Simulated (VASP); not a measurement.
Ni:

```
Ni
1.0
     0.00000    1.73757    1.73757
     1.73757    0.00000    1.73757
     1.73757    1.73757    0.00000
Ni
1
Cartesian
  0.0000 0.0000 0.0000
```

Base run:

| Item | Value |
| --- | --- |
| Program | VASP 6.6.1 |
| Functional | PBE |
| Potentials or basis | VASP PAW PBE potentials, release 64 (Ni_pv) |
| Cutoff | 520 eV |
| k mesh | 13 × 13 × 13 |
| Occupations | fermi-dirac, width 0.05 eV |
| Spin | collinear spin, ferromagnetic start |
| Starting moments | [1.0] μB |

Its results: pressure 5.8 GPa; net moment 0.63 μB per cell; site moments Ni +0.66 μB.

**Question.** The run is repeated on the same cell with these changes: potentials or basis from VASP PAW PBE potentials, release 64 (Ni_pv) to VASP PAW PBE potentials, release 64 (Ni_sv_GW); cutoff from 520 eV to 600 eV; further incar settings from ALGO = Fast; EDIFF = 1e-06; NBANDS = 18 to ALGO = Normal; EDIFF = 1e-06; NBANDS = 19; valence electrons from 16 to 18. What comes out?

**Answer.** Pressure 4.3 GPa; net moment 0.63 μB per cell; site moments Ni +0.67 μB.

Not every run made on this cell is shown here.
